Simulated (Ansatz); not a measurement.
Cold compression of Bi (A7 type)

```
Bi
1.0
     2.29061   -1.32249    4.05746
     0.00000    2.64497    4.05746
    -2.29061   -1.32249    4.05746
Bi
2
Direct
  0.23366 0.23366 0.23366
  0.76634 0.76634 0.76634
```

The cell comes from a relaxation on PAW files under the same functional, begun from a prototype that needn't be the stable phase.

Its volume is scaled, and at each volume shape and atoms are relaxed on PAW files; all methods then take that cell.

Computed with Ansatz 0.2.0; functional PBE, scalar-relativistic. Settings: a Γ-centred 11×11×11 k mesh, Fermi–Dirac smearing of 0.05 eV, no spin polarisation. Methods: LAPW: all electrons, basis error target 1 meV/atom; PAW: frozen-core files, cutoff 420 eV; norm-conserving: pseudopotentials, cutoff 898 eV.

Energies are extrapolated to zero smearing and count from the unscaled cell; pressure is positive in compression; gaps take the mesh and a band path. No temperature or zero-point motion is included.

Spin–orbit coupling is left out, which matters for the heavy atoms.

```json
{"V/V0": "1.00", "V (Å³/atom)": "36.87", "P LAPW (GPa)": "0.02", "ΔE LAPW (eV/atom)": "0.000", "P PAW − LAPW (GPa)": "-0.02", "ΔE PAW − LAPW (meV/atom)": "0.0", "space group": "R-3m", "shortest distance (Å)": "3.107"}
{"V/V0": "0.92", "V (Å³/atom)": "33.92", "P LAPW (GPa)": "3.06", "ΔE LAPW (eV/atom)": "0.025", "P PAW − LAPW (GPa)": "-0.02", "ΔE PAW − LAPW (meV/atom)": "-0.2", "space group": "R-3m", "shortest distance (Å)": "3.083"}
{"V/V0": "0.84", "V (Å³/atom)": "30.97", "P LAPW (GPa)": "?", "ΔE LAPW (eV/atom)": "?", "P PAW − LAPW (GPa)": "-0.03", "ΔE PAW − LAPW (meV/atom)": "-0.5", "space group": "R-3m", "shortest distance (Å)": "3.044"}
```

Task: Fill in "ΔE LAPW (eV/atom)" for the row "0.84".

Result: 0.128.

Task: Fill in "P LAPW (GPa)" for the row "0.84".

Result: 8.58.

Task: From the table, what is the rise of the enthalpy H = E + pV up to the last row, and how stiff is the crystal between the last two rows?

Result: ΔH = 0.128 eV + (8.58 GPa × 30.97 Å³ − 0.02 GPa × 36.87 Å³) × 0.006242 eV/(GPa·Å³) = 1.78 eV/atom, of which pV makes 93 %. The mean bulk modulus there is −ΔP/Δln V = 60.6 GPa.

Task: At the smallest volume, how far does norm-conserving lie from LAPW in pressure?

Result: norm-conserving: +0.07 GPa, on a LAPW pressure of 8.58 GPa.

Task: How do the Löwdin populations by LAPW change from the unscaled cell to the last row?

Result: Bi 6s 1.89 → 1.85, Bi 6p 3.10 → 3.13 electrons an atom. These are projections on the shells that the free atoms fill; 0.04 e a cell lies outside them at the start and 0.06 e at the end.
